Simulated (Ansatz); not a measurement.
# SiNi: one input, then a changed one

The cell is COD entry 2300377, as deposited and not checked against the literature; nothing was relaxed.

First run: DFT, PBE, PAW with Ansatz's default frozen-core files, scalar-relativistic (Ansatz 0.2.0).

Command: `ansatz run input.yaml --threads 1 --pin off --max-ram 6144MiB --backend cpu --events-out ev --progress --plain --runs-dir out` The run took 110 s on 1 thread of AMD EPYC 7R13 Processor (Zen 3), with other jobs on the host, peak memory 0.81 GiB.

```yaml
crystal:
  lattice:
    - [3.02662, 0.0, 0.0]
    - [0.0, 3.2735, 0.0]
    - [0.0, 0.0, 4.69776]
  atoms:
    - { symbol: Si, position: [0.5, 0.5, 0.8423] }
    - { symbol: Si, position: [0.0, 0.0, 0.1577] }
    - { symbol: Ni, position: [0.5, 0.5, 0.34422], spin: 1.5 }
    - { symbol: Ni, position: [0.0, 0.0, 0.65578], spin: 1.5 }
magnetization:
  spin_polarized: true
kpoints:
  mp_grid: { grid: [13, 12, 9] }
  band_path:
    path:
      - [0.0, 0.0, 0.0]
      - [0.5, 0.0, 0.0]
      - [0.5, 0.5, 0.0]
      - [0.0, 0.5, 0.0]
      - [0.0, 0.0, 0.0]
      - [0.0, 0.0, 0.5]
      - [0.5, 0.0, 0.5]
      - [0.5, 0.5, 0.5]
      - [0.0, 0.5, 0.5]
    npoints: 14
scf:
  occupations: { method: fermi_dirac, width: 0.03 }
hamiltonian:
  xc: pbe
  pseudopotentials: { kind: paw }
output:
  forces: true
  stress: true
  eigenvalues: true
  efg: { contact_densities: true }
  populations: true
  bader: true
  dos: { projected: true, de: 0.2, e_range: [-14, 8] }
  write_density: true
  write_potential: true
  elf: true
  volumetric_format: npy
```

Result: converged; pressure 1.12 GPa; largest force 0.121 eV/Å; moment 0.00 μB; 12 SCF iterations.

The input is then changed:

```diff
@@ -12,5 +12,5 @@
   spin_polarized: true
 kpoints:
-  mp_grid: { grid: [13, 12, 9] }
+  mp_grid: { grid: [16, 15, 11] }
   band_path:
     path:
@@ -27,4 +27,5 @@
 scf:
   occupations: { method: fermi_dirac, width: 0.03 }
+  initial_density: { chi_scale: 0.3 }
 hamiltonian:
   xc: pbe
@@ -36,9 +37,3 @@
   efg: { contact_densities: true }
   populations: true
-  bader: true
-  dos: { projected: true, de: 0.2, e_range: [-14, 8] }
-  write_density: true
-  write_potential: true
-  elf: true
-  volumetric_format: npy
```

Task: What does the second run give?

Result: It converged; energy at zero smearing +1.2 meV/atom from the first run; pressure 1.06 GPa; largest force 0.123 eV/Å; moment 0.00 μB; 12 SCF iterations.
